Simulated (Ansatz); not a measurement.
Crystal: P.

```xyz
2
Lattice="2.4247 0.0000 0.0000 0.0000 2.4385 0.0000 -0.0203 0.0000 4.8524" Properties=species:S:1:pos:R:3 pbc="T T T"
P    -0.0152    0.0000    3.6365
P     2.4196    0.0000    1.2159
```

This isn't the form of P at room conditions, which is orthorhombic.

| Quantity | Value |
| --- | --- |
| Program | Ansatz 0.2.0 |
| Task | relaxation of cell and atoms |
| Functional | PBE |
| Dispersion | D4 |
| Potentials or basis | Ansatz PAW |
| Cutoff | 420 eV (not typed: the program's choice for these potentials) |
| k mesh | 11 × 11 × 6 |
| Occupations | fermi-dirac, width 0.05 eV |
| Spin | no spin polarisation |

At the start: volume 14.35 Å³/atom.

Question: Where does the relaxation end?

Answer: It ends after 5 steps and the volume is 14.02 Å³/atom (-2.3 %); space group Pm-3m (No. 221, to 0.05 Å).

Step by step:
```tsv
step	energy change (eV)	largest force (eV/Å)	volume (Å³)
1	0.0000	0.0064	28.69
2	-0.0058	0.0066	28.26
3	-0.0067	0.0058	28.02
4	-0.0067	0.0002	28.04
5	-0.0066	0.0002	28.04
```

Final structure:
```
P
1.0
     2.41457    0.00000    0.00504
     0.00000    2.41458    0.00000
    -0.01015    0.00000    4.80882
P
2
Direct
  0.00000 0.00000 0.74999
  0.00000 0.00000 0.25001
```

Caveat: the plane-wave basis is chosen anew once the cell has moved, so the energies of steps on either side of that aren't comparable; pairwise dispersion overbinds metals, which lowers pressure and volume.
